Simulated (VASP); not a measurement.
# InSb3: single point with LDA

InSb3:

```
In Sb
1.0
     0.00000    3.69732    3.69732
     3.69732    0.00000    3.69732
     3.69732    3.69732    0.00000
In Sb
1 3
Direct
  0.00000 0.00000 0.00000
  0.25000 0.25000 0.25000
  0.75000 0.75000 0.75000
  0.50000 0.50000 0.50000
```

The cell comes from a database or a generator and needn't be the stable form of this composition.

The cell isn't the ideal one: relaxed again under DFT LDA, scalar-relativistic, plane waves, PAW.

```json
{
 "Program": "VASP 6.6.1",
 "Task": "single point",
 "Functional": "LDA",
 "Potentials or basis": "VASP PAW LDA potentials, release 64 (In_d, Sb)",
 "Cutoff": "520 eV",
 "k mesh": "10 × 10 × 10",
 "Occupations": "gaussian, width 0.1 eV",
 "Spin": "no spin polarisation"
}
```

| Property | Result |
| --- | --- |
| Pressure | 0.1 GPa |
| Band gap on the k mesh | none (metal or under the smearing width) |

Levels at points of the mesh, in eV from the Fermi level:
| k point | band 10 | band 11 | band 12 | band 13 | band 14 | band 15 | band 16 | band 17 | band 18 | band 19 |
| --- | --- | --- | --- | --- | --- | --- | --- | --- | --- | --- |
| (0.00, 0.00, 0.00) | -2.64 | -2.64 | -2.54 | -2.54 | -2.54 | -2.12 | -0.80 | -0.80 | -0.80 | 3.49 |
| (0.50, 0.00, 0.00) | -3.65 | -3.65 | -2.83 | -2.83 | -0.10 | 0.06 | 2.09 | 2.09 | 3.12 | 3.12 |
| (0.50, 0.50, 0.00) | -5.44 | -5.44 | 0.60 | 1.02 | 1.02 | 1.55 | 1.90 | 1.95 | 1.95 | 4.35 |

Run time: 63 s on 1 thread of Intel(R) Xeon(R) Platinum 8559C (Emerald Rapids) (shared host), peak memory 0.25 GiB.

The run has no spin-orbit coupling, so splittings on Sb are missing.
